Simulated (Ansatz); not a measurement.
The system is Ge.

```xyz
2
Lattice="-2.4959 2.6509 1.4369 2.4959 -2.6509 1.4369 2.4959 2.6509 -1.4369" Properties=species:S:1:pos:R:3 pbc="T T T"
Ge    0.0000    1.3254    0.1841
Ge    2.4959    1.3254    1.2529
```

This isn't the form of Ge at room conditions, which is diamond.

| Property | Result |
| --- | --- |
| Program | Ansatz 0.2.0 |
| Task | single point |
| Functional | PBEsol |
| Potentials or basis | Ansatz PAW |
| Cutoff | 420 eV (not typed: the program's choice for these potentials) |
| k mesh | 11 × 11 × 11 |
| Occupations | fermi-dirac, width 0.05 eV |
| Spin | no spin polarisation |

On this cell: pressure -2.5 GPa; largest force 0.059 eV/Å; band gap on the k mesh none (metal or under the smearing width).

The same run follows on a disturbed copy (atoms moved at random, drawn with an rms of 0.05 Å):

```
Ge
1.0
    -2.49590    2.65086    1.43695
     2.49590   -2.65086    1.43695
     2.49590    2.65086   -1.43695
Ge
2
Direct
  0.29840 0.03724 0.23933
  0.69452 0.94755 0.75384
```

**Question.** What changes?

**Answer.** The energy (extrapolated to zero smearing) moves by +4.8 meV/atom; pressure -2.3 GPa; largest force 0.154 eV/Å; band gap on the k mesh none (metal or under the smearing width).

Forces on the atoms (eV/Å):
```
Ge   0.146  0.004  0.050
Ge  -0.146 -0.004 -0.050
```

Stress tensor (GPa, compression positive):
```
-1.46  0.00 -0.46
 0.00 -2.77  0.00
-0.46  0.00 -2.72
```

Caveats: the PAW data sets come from PBE, with cores solved anew for the run's functional, which leaves a small shift of forces and pressure.
